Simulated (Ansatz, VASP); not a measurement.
# MgI2: VASP beside Ansatz

```
Mg I
1.0
     4.14593    0.00000    0.00000
    -2.07297    3.59048    0.00000
     0.00000    0.00000    6.70824
Mg I
1 2
Direct
  0.00000 0.00000 0.00000
  0.33333 0.66667 0.75368
  0.66667 0.33333 0.24632
```

Change from the starting cell: uniaxial strain along c, a, b and atoms relaxed: -4.5 %.

Alike in both runs: functional PBEsol; k mesh 6 × 6 × 4; occupations gaussian, width 0.02 eV; no spin polarisation.

Ansatz relaxed the structure, and its values are those at the end. VASP's run is a single point on that final structure, the one shown.

|  | VASP | Ansatz |
| --- | --- | --- |
| version | VASP 6.6.1 | Ansatz 0.2.0 |
| potentials or method | VASP PAW PBE potentials, release 64 (Mg, I) | scalar-relativistic, plane waves, PAW |
| plane-wave cutoff (eV) | 520 | 420 |
| valence electrons in the cell | 16 | 44 |

```tsv
	VASP	Ansatz	Ansatz less VASP
gap on the k mesh at the Fermi level (eV)	3.34	3.36	+0.015
least direct gap on the mesh (eV)	3.50	3.51	+0.010
pressure (GPa)	0.2	0.2	+0.03
```

With one functional, cell and mesh, what is left measures potentials, basis and numerics. The two sets of potentials don't hold the same shells in valence. Ansatz warned: «symmetry_narrowed_by_cell_relaxation».

Caveats: the PAW data sets were made with another functional, which shifts forces and pressure a little (VASP); spin-orbit coupling is left out, which moves the levels of the heavy elements; this functional lacks dispersion, which binds the layers, so the pressure and a relaxed spacing across them are unreliable. A k mesh can miss the band edges.
